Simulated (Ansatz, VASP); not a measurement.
# ZnCd3SeS3: VASP beside Ansatz

One calculation is typed for both programs; each brings its own data sets. How far apart do they land? The cell is generated by rule, not measured, and may not be a known phase. The cell is taken from a series of runs on this material, whose earlier steps may have relaxed, scaled, displaced or heated it; both programs get it as it stands.

Method: plane waves, with VASP 6.6.1 beside it; relaxation of cell and atoms at PBEsol, in Ansatz 0.2.0.

The structure was built from a prototype and need not be the compound's stable phase.

## 1. Starting point

Symmetry: P3m1, No. 156, trigonal system. Conventional cell: a = 4.068 Å, b = 4.068 Å, c = 13.453 Å, α = 90.00°, β = 90.00°, γ = 120.00°. Nearest to Cd lie 1 S at 2.50 Å and 3 Se at 2.58 Å. Nearest to Cd lie 4 S at 2.51 to 2.52 Å. Nearest to Cd lie 4 S at 2.51 to 2.53 Å. S has 4 Cd at 2.50 to 2.51 Å nearest. Nearest to S lie 4 Cd at 2.51 to 2.52 Å. S has 3 Zn at 2.43 Å and 1 Cd at 2.53 Å nearest. Farther neighbours and most contacts between anions are not listed.

Coordinates:

```cif
data_structure
_symmetry_space_group_name_H-M 'P 1'
_symmetry_Int_Tables_number 1
_cell_length_a 4.0681
_cell_length_b 4.0681
_cell_length_c 13.4527
_cell_angle_alpha 90.000
_cell_angle_beta 90.000
_cell_angle_gamma 120.000
_cell_volume 192.80
loop_
_atom_site_label
_atom_site_type_symbol
_atom_site_fract_x
_atom_site_fract_y
_atom_site_fract_z
_atom_site_occupancy
Cd1 Cd 0.33333 0.66667 0.00198 1
Cd2 Cd 0.66667 0.33333 0.25384 1
Cd3 Cd 0.33333 0.66667 0.50688 1
S4 S 0.33333 0.66667 0.18815 1
S5 S 0.66667 0.33333 0.44079 1
S6 S 0.33333 0.66667 0.69458 1
Se7 Se 0.66667 0.33333 0.92260 1
Zn8 Zn 0.66667 0.33333 0.74119 1
```

## 2. VASP: relaxation of cell and atoms, PBEsol

The relaxed volume is the usual yardstick between codes: in a stiff, nearly cubic crystal its relative difference is about their pressure difference at one cell divided by the bulk modulus.

Lines of VASP's logs that name or quote its potential files are left out, and so is its time.

Input file INCAR:

```
SYSTEM = ZnCd3SeS3
PREC = Accurate
ENCUT = 500
EDIFF = 1E-07
NELM = 120
ISMEAR = 0
SIGMA = 0.01
LREAL = .FALSE.
ALGO = Normal
GGA = PS
NBANDS = 44
LORBIT = 11
LWAVE = .FALSE.
LCHARG = .FALSE.
ISIF = 3
IBRION = 2
NSW = 80
EDIFFG = -0.005
LASPH = .TRUE.
GGA_COMPAT = .FALSE.
NELMIN = 4
EFERMI = MIDGAP
KPAR = 2
```

Input file POSCAR:

```
ZnCd3SeS3
1.0
    4.0680740000      0.0000000000      0.0000000000
   -2.0340370000      3.5230560000      0.0000000000
    0.0000000000      0.0000000000     13.4526710000
Cd S Se Zn
3 3 1 1
Direct
    0.3333333334      0.6666666666      0.0019781202
    0.6666666667      0.3333333333      0.2538400738
    0.3333333334      0.6666666666      0.5068828339
    0.3333333334      0.6666666666      0.1881450903
    0.6666666667      0.3333333333      0.4407921668
    0.3333333334      0.6666666666      0.6945787941
    0.6666666667      0.3333333333      0.9225959663
    0.6666666667      0.3333333333      0.7411869360
```

Input file KPOINTS:

```
Automatic mesh
0
Gamma
6 6 2
0 0 0
```

The projector-augmented-wave data sets are Cd, S, Se and Zn (PBE family, release 64).

Run with:

```
$ mpirun -np 2 vasp_std
```

Numbers of over 12 decimals in the logs are rounded to 6 here.

The program printed:

```text
[banner, memory and clock lines left out]
running    2 mpi-ranks, on    1 nodes
 distrk:  each k-point on    1 cores,    2 groups
 distr:  one band on    1 cores,    1 groups

 POSCAR found type information on POSCAR CdS SeZn
 POSCAR found :  4 types and       8 ions
|                                                                             |
|               ----> ADVICE to this user running VASP <----                  |
|                                                                             |
|     You enforced a specific xc type in the INCAR file but a different       |
|     [... a line on the potential file left out ...]
|     I HOPE YOU KNOW WHAT YOU ARE DOING!                                     |
|                                                                             |

 LDA part: xc-table for (Slater+PW92), standard interpolation
 POSCAR, INCAR and KPOINTS ok, starting setup
 FFT: planning ... GRIDC
 FFT: planning ... GRID_SOFT
 FFT: planning ... GRID
 WAVECAR not read
 entering main loop
       N       E                     dE             d eps       ncg     rms          rms(c)
DAV:   1     0.576758241586E+03    0.57676E+03   -0.33332E+04  1232   0.157E+03
DAV:   2     0.279017215793E+02   -0.54886E+03   -0.53191E+03  1280   0.391E+02
DAV:   3    -0.271821836599E+02   -0.55084E+02   -0.54397E+02  1416   0.123E+02
DAV:   4    -0.288319749133E+02   -0.16498E+01   -0.16436E+01  1448   0.207E+01
DAV:   5    -0.288574923283E+02   -0.25517E-01   -0.25495E-01  1456   0.265E+00    0.146E+01
DAV:   6    -0.270550712743E+02    0.18024E+01   -0.40013E+00  1588   0.281E+01    0.112E+01
DAV:   7    -0.270989372056E+02   -0.43866E-01   -0.30988E+00  1356   0.806E+00    0.399E+00
DAV:   8    -0.270345808543E+02    0.64356E-01   -0.48538E-01  1432   0.542E+00    0.952E-01
DAV:   9    -0.270345544858E+02    0.26368E-04   -0.40941E-02  1360   0.169E+00    0.280E-01
DAV:  10    -0.270347536640E+02   -0.19918E-03   -0.23646E-03  1500   0.261E-01    0.178E-01
DAV:  11    -0.270349291100E+02   -0.17545E-03   -0.58316E-04  1380   0.153E-01    0.580E-02
DAV:  12    -0.270349586265E+02   -0.29517E-04   -0.97093E-05  1404   0.668E-02    0.245E-02
DAV:  13    -0.270349678768E+02   -0.92503E-05   -0.21022E-05  1396   0.221E-02    0.126E-02
DAV:  14    -0.270349717035E+02   -0.38267E-05   -0.72891E-06  1308   0.141E-02    0.492E-03
DAV:  15    -0.270349717094E+02   -0.59817E-08   -0.58883E-07  1412   0.602E-03
   1 F= -.27034972E+02 E0= -.27034972E+02  d E =-.270350E+02
[... from here on, the cycles between the ionic steps are left out ...]
   2 F= -.27036055E+02 E0= -.27036055E+02  d E =-.108291E-02
   3 F= -.27036240E+02 E0= -.27036240E+02  d E =-.126840E-02
   4 F= -.27036239E+02 E0= -.27036239E+02  d E =-.126777E-02
   5 F= -.27036248E+02 E0= -.27036248E+02  d E =-.873784E-05
   6 F= -.27036255E+02 E0= -.27036255E+02  d E =-.151054E-04
   7 F= -.27036260E+02 E0= -.27036260E+02  d E =-.586724E-05
   8 F= -.27036261E+02 E0= -.27036261E+02  d E =-.606546E-05
 curvature:  -0.94 expect dE=-0.451E-05 dE for cont linesearch -0.702E-08
 trial: gam= 0.49259 g(F)=  0.226E-05 g(S)=  0.252E-05 ort = 0.302E-06 (trialstep = 0.119E+01)
 search vector abs. value=  0.805E-05
 bond charge predicted
       N       E                     dE             d eps       ncg     rms          rms(c)
DAV:   1    -0.270362747113E+02   -0.13978E-04   -0.20160E-03  1260   0.246E-01    0.292E-02
DAV:   2    -0.270362651199E+02    0.95913E-05   -0.75342E-05  1560   0.759E-02    0.107E-02
DAV:   3    -0.270362640762E+02    0.10437E-05   -0.40537E-06  1388   0.141E-02    0.865E-03
DAV:   4    -0.270362641795E+02   -0.10329E-06   -0.52396E-07  1176   0.392E-03    0.324E-03
DAV:   5    -0.270362643640E+02   -0.18456E-06   -0.11139E-07   692   0.282E-03    0.121E-03
DAV:   6    -0.270362644634E+02   -0.99395E-07   -0.31353E-08   648   0.117E-03
   9 F= -.27036264E+02 E0= -.27036264E+02  d E =-.381686E-05
 trial-energy change:   -0.000004  1 .order   -0.000004   -0.000006   -0.000002
 step:   1.6671(harm=  1.6671)  dis= 0.00041  next Energy=   -27.036265 (dE=-0.411E-05)
 reached required accuracy - stopping structural energy minimisation
```

Parts of OUTCAR (step 2):

```text
ion  position               nearest neighbor table
   1  0.333  0.667  0.002-   4 2.50   7 2.58   7 2.58   7 2.58
   2  0.667  0.333  0.254-   4 2.51   4 2.51   4 2.51   5 2.52
   3  0.333  0.667  0.507-   5 2.51   5 2.51   5 2.51   6 2.53
   4  0.333  0.667  0.188-   1 2.50   2 2.51   2 2.51   2 2.51
   5  0.667  0.333  0.441-   3 2.51   3 2.51   3 2.51   2 2.52
   6  0.333  0.667  0.695-   8 2.43   8 2.43   8 2.43   3 2.53
   7  0.667  0.333  0.923-   8 2.44   1 2.58   1 2.58   1 2.58
   8  0.667  0.333  0.741-   6 2.43   6 2.43   6 2.43   7 2.44

  LATTYP: Found a hexagonal cell.
 ALAT       =     4.0680740000
 C/A-ratio  =     3.3068894519

 Subroutine GETGRP returns: Found  6 space group operations
 (whereof  6 operations were pure point group operations)

The static configuration has the point symmetry C_3v.

 Found     14 irreducible k-points:

   k-points           NKPTS =     14   k-points in BZ     NKDIM =     14   number of bands    NBANDS=     44

   dimension x,y,z NGX =    30 NGY =   30 NGZ =   98
   dimension x,y,z NGXF=    60 NGYF=   60 NGZF=  196

   ENCUT  =  500.0 eV  36.75 Ry    6.06 a.u.   7.42  7.42 24.53*2*pi/ulx,y,z

   NELECT =      72.0000    total number of electrons

 k-points in reciprocal lattice and weights: Automatic mesh
   0.00000000  0.00000000  0.00000000       0.014
   0.16666667  0.00000000  0.00000000       0.083
   0.33333333  0.00000000  0.00000000       0.083
   0.50000000  0.00000000  0.00000000       0.042
   0.16666667  0.16666667  0.00000000       0.083
   0.33333333  0.16666667  0.00000000       0.167
   0.33333333  0.33333333  0.00000000       0.028
   0.00000000  0.00000000  0.50000000       0.014
   0.16666667  0.00000000  0.50000000       0.083
[...]
0.33333333  0.16666667  0.50000000       0.167
   0.33333333  0.33333333  0.50000000       0.028

 average (electrostatic) potential at core
       1 -39.0970       2 -39.2227       3 -39.2051       4 -89.3584       5 -89.3260
       6 -89.5108       7 -55.5606       8 -36.9454

 E-fermi :   1.9849

 k-point     1 :       0.0000    0.0000    0.0000
  band No.  band energies     occupation
    ...
     32       1.0134      2.00000
     33       1.0134      2.00000
     34       1.1558      2.00000
     35       1.6592      2.00000
     36       1.6592      2.00000
     37       2.3106      0.00000
     38       3.6542      0.00000
     39       4.0700      0.00000
     40       4.5097      0.00000
     41       6.9175      0.00000
    ...

 k-point     2 :       0.1667    0.0000    0.0000
  band No.  band energies     occupation
    ...
     32       0.4087      2.00000
     33       0.4395      2.00000
     34       0.7656      2.00000
     35       1.0359      2.00000
     36       1.4204      2.00000
     37       3.5123      0.00000
     38       4.5123      0.00000
     39       4.8643      0.00000
     40       5.2227      0.00000
     41       6.5171      0.00000
    ...

 k-point     3 :       0.3333    0.0000    0.0000
  band No.  band energies     occupation
    ...
     32      -0.1941      2.00000
     33      -0.0887      2.00000
     34       0.3007      2.00000
     35       0.4011      2.00000
     36       0.9807      2.00000
     37       4.4014      0.00000
     38       4.6518      0.00000
     39       4.8997      0.00000
     40       5.1924      0.00000
     41       6.2663      0.00000
    ...

  Total        0.0015805      0.0015805     -0.0062498      0.0000000      0.0000000      0.0000000
  in kB        0.0130591      0.0130591     -0.0516404      0.0000000      0.0000000      0.0000000
  external PRESSURE =      -0.0085074 kB  Pullay stress =       0.0000000 kB

  energy-cutoff  :      500.00
  volume of cell :      193.90
      direct lattice vectors                 reciprocal lattice vectors
     4.075888508  0.000000000  0.000000000     0.245345278  0.141650139  0.000000000
    -2.037944254  3.529823565 -0.000000000    -0.000000000  0.283300279  0.000000000
    -0.000000000 -0.000000000 13.477555514    -0.000000000  0.000000000  0.074197431

 POSITION                                       TOTAL-FORCE (eV/Angst)
 -----------------------------------------------------------------------------------
      0.00000      2.35322      0.02523         0.000000      0.000000     -0.000050
      2.03794      1.17661      3.42113        -0.000000     -0.000000      0.000634
      0.00000      2.35322      6.83336        -0.000000     -0.000000      0.002000
      0.00000      2.35322      2.53504         0.000000      0.000000     -0.002289
      2.03794      1.17661      5.94105         0.000000     -0.000000      0.000475
      0.00000      2.35322      9.36356         0.000000     -0.000000     -0.000098
      2.03794      1.17661     12.43221        -0.000000      0.000000     -0.000846
      2.03794      1.17661      9.98926        -0.000000      0.000000      0.000174
 -----------------------------------------------------------------------------------
    total drift:                               -0.000002     -0.000003      0.000072

  FREE ENERGIE OF THE ION-ELECTRON SYSTEM (eV)
  ---------------------------------------------------
  free  energy   TOTEN  =       -27.0362644634 eV

  energy  without entropy=      -27.0362644634  energy(sigma->0) =      -27.03626446

 reached required accuracy - stopping structural energy minimisation

 total charge
# of ion       s       p       d       tot
------------------------------------------
    1        0.453   0.352   9.553  10.357
    2        0.432   0.338   9.560  10.331
    3        0.433   0.339   9.559  10.332
    4        1.317   2.381   0.000   3.697
    5        1.317   2.381   0.000   3.698
    6        1.317   2.356   0.000   3.672
    7        1.442   2.418   0.028   3.888
    8        0.503   0.398   9.790  10.691
--------------------------------------------------
tot          7.214  10.964  38.490  56.668

[... 3 further parts left out ...]
```

(Continued in part 2 of 2.)

[Lines on the potential files, build, host, timing and source positions are cut from VASP's logs without a mark.]

[Logs are printed without paths, hosts, clocks, repeated set-up lines and the standing remarks that a program may print on its own settings, such as how far it seeks lower states.]

[Hosts, paths, dates, database ids (printed as entryN), source tags and the programs' standing remarks are cut or masked in the printed files.]
